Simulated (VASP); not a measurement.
# ZnAu (Pm-3m) in VASP: further runs

One crystal, ZnAu, is run at these levels: PBE; tasks: single point.

Everything below comes from runs of VASP 6.6.1. Logs are shortened: lines on timing, memory, paths and dates and some standing lists are left out, and cuts for length are marked.

**1. Starting point**

It takes space group Pm-3m (No. 221, cubic). The conventional cell has a = 3.147 Å, b = 3.147 Å, c = 3.147 Å, α = 90.00°, β = 90.00°, γ = 90.00°. Au (site symmetry m-3m) has 8 Zn at 2.73 Å as nearest neighbours. Zn (site symmetry m-3m) has 8 Au at 2.73 Å as nearest neighbours.

**2. Single point, PBE**

The input, INCAR:

```
SYSTEM = ZnAu
PREC     = Accurate       ! precision mode
ENCUT    = 300            ! plane-wave cutoff, eV
EDIFF    = 1E-6           ! SCF threshold, eV
ISMEAR   = 0              ! smearing method
SIGMA    = 0.2            ! smearing width, eV
LREAL    = .FALSE.        ! projectors in reciprocal space
LASPH    = .TRUE.         ! aspherical terms in the spheres
NELM     = 100            ! most SCF steps
ALGO     = Normal         ! electronic algorithm
ISIF     = 2              ! what is computed and relaxed
LWAVE    = .FALSE.        ! write WAVECAR
LCHARG   = .FALSE.        ! write CHGCAR
GGA      = PE             ! functional
NBANDS   = 18             ! bands
ADDGRID  = .FALSE.
```

The input, KPOINTS:

```
regular mesh
0
G
  4 4 4
  0 0 0
```

The input, POSCAR:

```
ZnAu
1.0
    3.1470000000      0.0000000000      0.0000000000
    0.0000000000      3.1470000000      0.0000000000
    0.0000000000      0.0000000000      3.1470000000
Au Zn
1 1
Direct
    0.0000000000      0.0000000000      0.0000000000
    0.5000000000      0.5000000000      0.5000000000
```

Potentials or basis: VASP PAW PBE potentials, release 64 (Au, Zn).

Command:

```
> cat potpaw_PBE.64/Au/POTCAR potpaw_PBE.64/Zn/POTCAR > POTCAR
> mpirun -np 1 vasp_std > vasp.out
```

OUTCAR:

```text
SYSTEM = ZnAu
   PREC = Accurate
   ENCUT = 300
   EDIFF = 1E-6
   ISMEAR = 0
   LREAL = .FALSE.
   LASPH = .TRUE.
   NELM = 100
   ISIF = 2
   GGA = PE

 Found     10 irreducible k-points:

 Following reciprocal coordinates:
            Coordinates               Weight
  0.000000  0.000000  0.000000      1.000000
  0.250000  0.000000  0.000000      6.000000
  0.500000  0.000000  0.000000      3.000000
  0.250000  0.250000  0.000000     12.000000
  0.500000  0.250000  0.000000     12.000000
  0.500000  0.500000  0.000000      3.000000
   k-points           NKPTS =     10   k-points in BZ     NKDIM =     10   number of bands    NBANDS=     18
   number of dos      NEDOS =    301   number of ions     NIONS =      2
   total plane-waves  NPLWV =   5832
   dimension x,y,z NGX =    18 NGY =   18 NGZ =   18
   dimension x,y,z NGXF=    36 NGYF=   36 NGZF=   36
   ions per type =               1   1
   NGX,Y,Z   is equivalent  to a cutoff of   9.51,  9.51,  9.51 a.u.
   NGXF,Y,Z  is equivalent  to a cutoff of  19.02, 19.02, 19.02 a.u.
 SYSTEM =  ZnAu
   PREC   = accura    normal or accurate (medium, high low for compatibility)
   ISTART =      0    job   : 0-new  1-cont  2-samecut
   ICHARG =      2    charge: 1-file 2-atom 10-const
   ISPIN  =      1    spin polarized calculation?
   LNONCOLLINEAR =      F non collinear calculations
   LSORBIT =      F    spin-orbit coupling
   LASPH  =      T    aspherical Exc in radial PAW
   ENCUT  =  300.0 eV  22.05 Ry    4.70 a.u.   4.44  4.44  4.44*2*pi/ulx,y,z
   NELM   =    100;   NELMIN=  2; NELMDL= -5     # of ELM steps
   EDIFF  = 0.1E-05   stopping-criterion for ELM
[... 8 lines left out ...]
   TEBEG  =    0.0;   TEEND  =   0.0 temperature during run
   PSTRESS=    0.0 pullay stress
   NELECT =      23.0000    total number of electrons
   NUPDOWN=      -1.0000    fix difference up-down
   EMIN   =  10.00;   EMAX   =-10.00  energy-range for DOS
   EFERMI =   0.00;   METHOD = LEGACY
   ISMEAR =     0;   SIGMA  =   0.20  broadening in eV -4-tet -1-fermi 0-gaus
   EFERMI_NEDOS =   21; number of points for ismear=-14 and -15
   IALGO  =     38    algorithm
   IMIX   =      4    mixing-type and parameters
     AMIX     =   0.40;   BMIX     =  1.00
     AMIX_MAG =   1.60;   BMIX_MAG =  1.00
  volume/ion in A,a.u.               =      15.58       105.16
  Fermi-wavevector in a.u.,A,eV,Ry     =   1.479406  2.795672 29.778283  2.188642
  Thomas-Fermi vector in A             =   2.593568
   LORBIT       =      0    0 simple, 1 ext, 2 COOP (PROOUT), +10 PAW based schemes
   GGA     = PE    functional components
   LHFCALC =     F    Hartree Fock is set to
   AEXX    =    0.0000 exact exchange contribution
   IVDW    =     0    specifies the selected vdW correction
   LEPSILON=     F    determine dielectric tensor
   LRPA    =     F    only Hartree local field effects (RPA)
 non-spin polarized calculation
 Gauss-broadening in eV      SIGMA  =   0.20
  energy-cutoff  :      300.00
  volume of cell :       31.17
 maximum number of plane-waves:       384
 NGX is ok and might be reduce to    18
   NGX =  9   NGY =  9   NGZ =  9

 number of electron      22.9999910 magnetization

 Free energy of the ion-electron system (eV)
  ---------------------------------------------------
  ext. energy  EPLUGINS =         0.00000000
  ---------------------------------------------------
  free energy    TOTEN  =        -4.72195850 eV

  energy without entropy =       -4.68989765  energy(sigma->0) =       -4.70592807

 E-fermi :   7.6246     XC(G=0): -12.3814

 val. band max:        7.6057101509   @ k =   0.2500   0.0000   0.0000
 cond. band min:       7.6352351136   @ k =   0.5000   0.5000   0.2500
 fundamental gap:      0.0295249627
 Fermi energy:         7.6245665519

 k-point     1 :       0.0000    0.0000    0.0000
  band No.  band energies     occupation
      1      -3.5275      2.00000
      2      -1.0169      2.00000
      3      -1.0169      2.00000
      4      -0.3217      2.00000
      5      -0.3217      2.00000
      6      -0.3217      2.00000
[... 10 lines left out ...]
     17      19.2452      0.00000
     18      25.4005      0.00000

 k-point     2 :       0.2500    0.0000    0.0000
  band No.  band energies     occupation
      1      -2.4633      2.00000
      2      -0.8004      2.00000
      3      -0.7470      2.00000
      4      -0.3291      2.00000
      5      -0.3291      2.00000
      6      -0.2435      2.00000
[... 10 lines left out ...]
     17      23.2561      0.00000
     18      23.5381      0.00000

 k-point     3 :       0.5000    0.0000    0.0000
  band No.  band energies     occupation
      1      -0.6349      2.00000
      2      -0.5392      2.00000
      3      -0.4213      2.00000
      4      -0.3263      2.00000
      5      -0.3263      2.00000
      6      -0.1613      2.00000
[... 10 lines left out ...]
     17      18.3056      0.00000
     18      18.5204      0.00000

 k-point     4 :       0.2500    0.2500    0.0000
  band No.  band energies     occupation
      1      -1.6633      2.00000
      2      -0.7484      2.00000
      3      -0.4919      2.00000
      4      -0.4808      2.00000
      5      -0.2602      2.00000
      6      -0.1926      2.00000
[... 10 lines left out ...]
     17      22.5209      0.00000
     18      22.9837      0.00000

 k-point     5 :       0.5000    0.2500    0.0000
  band No.  band energies     occupation
      1      -0.9714      2.00000
      2      -0.8531      2.00000
      3      -0.4923      2.00000
      4      -0.4393      2.00000
      5      -0.2695      2.00000
      6       0.8319      2.00000
[... 10 lines left out ...]
     17      19.9199      0.00000
     18      21.1871      0.00000

 k-point     6 :       0.5000    0.5000    0.0000
  band No.  band energies     occupation
      1      -1.2061      2.00000
      2      -1.1523      2.00000
      3      -0.6576      2.00000
      4      -0.6576      2.00000
      5       0.0081      2.00000
      6       0.6978      2.00000
[... 10 lines left out ...]
     17      19.7783      0.00000
     18      22.8191      0.00000

 [... further k-points ...]
[... 5 lines left out ...]
  --------------------------------------------------------------------------------------
  -------------------------------------------------------------------------------------
  Total        0.7979470      0.7979470      0.7979470     -0.0000000      0.0000000      0.0000000
  in kB       41.0198820     41.0198820     41.0198820     -0.0000000      0.0000000      0.0000000
  external PRESSURE =      41.0198820 kB  Pullay stress =       0.0000000 kB

 VOLUME and BASIS-vectors are now :
 -----------------------------------------------------------------------------
  energy-cutoff  :      300.00
  volume of cell :       31.17
      direct lattice vectors                 reciprocal lattice vectors
     3.147000000  0.000000000  0.000000000     0.317762949  0.000000000  0.000000000
     0.000000000  3.147000000  0.000000000     0.000000000  0.317762949  0.000000000
     0.000000000  0.000000000  3.147000000     0.000000000  0.000000000  0.317762949

 POSITION                                       TOTAL-FORCE (eV/Angst)
 -----------------------------------------------------------------------------------
      0.00000      0.00000      0.00000         0.000000      0.000000      0.000000
      1.57350      1.57350      1.57350         0.000000      0.000000      0.000000
 -----------------------------------------------------------------------------------
    total drift:                                0.000000     -0.000000      0.000000

  FREE ENERGIE OF THE ION-ELECTRON SYSTEM (eV)
  ---------------------------------------------------
  free  energy   TOTEN  =        -4.7219585005 eV

  energy  without entropy=       -4.6898976492  energy(sigma->0) =       -4.70592807
```

OSZICAR:

```text
N       E                     dE             d eps       ncg     rms          rms(c)
DAV:   1     0.957481481200E+02    0.95748E+02   -0.83787E+03   384   0.110E+03
DAV:   2    -0.151295969939E+01   -0.97261E+02   -0.91153E+02   364   0.235E+02
DAV:   3    -0.513403019758E+01   -0.36211E+01   -0.36025E+01   374   0.523E+01
DAV:   4    -0.516367418662E+01   -0.29644E-01   -0.29636E-01   408   0.416E+00
DAV:   5    -0.516395917301E+01   -0.28499E-03   -0.28498E-03   382   0.450E-01    0.854E+00
DAV:   6    -0.475653798225E+01    0.40742E+00   -0.11005E+00   394   0.112E+01    0.541E+00
DAV:   7    -0.472981577099E+01    0.26722E-01   -0.30829E-02   442   0.337E+00    0.282E+00
DAV:   8    -0.472196613449E+01    0.78496E-02   -0.82718E-03   368   0.890E-01    0.153E-01
DAV:   9    -0.472194820891E+01    0.17926E-04   -0.22293E-04   450   0.307E-01    0.724E-02
DAV:  10    -0.472195761762E+01   -0.94087E-05   -0.35011E-05   378   0.524E-02    0.181E-02
DAV:  11    -0.472195850053E+01   -0.88291E-06   -0.10012E-06   298   0.112E-02
   1 F= -.47219585E+01 E0= -.47059281E+01  d E =-.320609E-01
```

It took 7.8 s on 1 thread of AMD EPYC, shared host; peak memory 0.08 GiB.

These settings aren't checked as converged: the numbers below hold their error.

What came out:

| Quantity | Value |
| --- | --- |
| Free energy | -4.7220 eV |
| Band gap on the k mesh | none (metal or under the smearing width) |

Caveat: the k mesh is coarse (spacing up to 0.50 Å⁻¹), so the values aren't converged; the cutoff is under 1.25 times the usual one of these potentials, so pressure, stress and relaxed cells hold a basis-set (Pulay) error.

**3. Single point, PBE**

INCAR: that of step 2 with these lines changed.

```diff
@@ -2,3 +2,3 @@
 PREC     = Accurate       ! precision mode
-ENCUT    = 300            ! plane-wave cutoff, eV
+ENCUT    = 600            ! plane-wave cutoff, eV
 EDIFF    = 1E-6           ! SCF threshold, eV
```

The input, KPOINTS:

```
regular mesh
0
G
  3 3 3
  0 0 0
```

POSCAR is that of step 2.

Potentials or basis: VASP PAW PBE potentials, release 64 (Au, Zn).

Command:

```
> cat potpaw_PBE.64/Au/POTCAR potpaw_PBE.64/Zn/POTCAR > POTCAR
> mpirun -np 1 vasp_std > vasp.out
```

Wall time 9.7 s (1 thread of AMD EPYC, shared host); peak memory 0.12 GiB.

The run converged, but some of its settings lie outside the range that counts as converged, so its numbers aren't taken as properties of the crystal.

What came out:

```yaml
Free_energy: -4.5198 eV
Pressure: 2.8 GPa
Band_gap_on_the_k_mesh: none (metal or under the smearing width)
```

Caveat: the k mesh is coarse (spacing up to 0.67 Å⁻¹), so the values aren't converged.

**4. Single point, PBE**

INCAR: that of step 3 with these lines changed.

```diff
@@ -2,3 +2,3 @@
 PREC     = Accurate       ! precision mode
-ENCUT    = 600            ! plane-wave cutoff, eV
+ENCUT    = 350            ! plane-wave cutoff, eV
 EDIFF    = 1E-6           ! SCF threshold, eV
```

The input, KPOINTS:

```
regular mesh
0
G
  4 4 4
  0 0 0
```

POSCAR is that of step 3.

Command:

```
> cat potpaw_PBE.64/Au/POTCAR potpaw_PBE.64/Zn/POTCAR > POTCAR
> mpirun -np 1 vasp_std > vasp.out
```

It took 8 s on 1 thread of AMD EPYC, shared host; peak memory 0.09 GiB.

The run converged, but some of its settings lie outside the range that counts as converged, so its numbers aren't taken as properties of the crystal.

What came out:

```yaml
Free_energy: -4.7133 eV
Pressure: 3.9 GPa
Band_gap_on_the_k_mesh: none (metal or under the smearing width)
```

Caveat: the k mesh is coarse (spacing up to 0.50 Å⁻¹), so the values aren't converged.
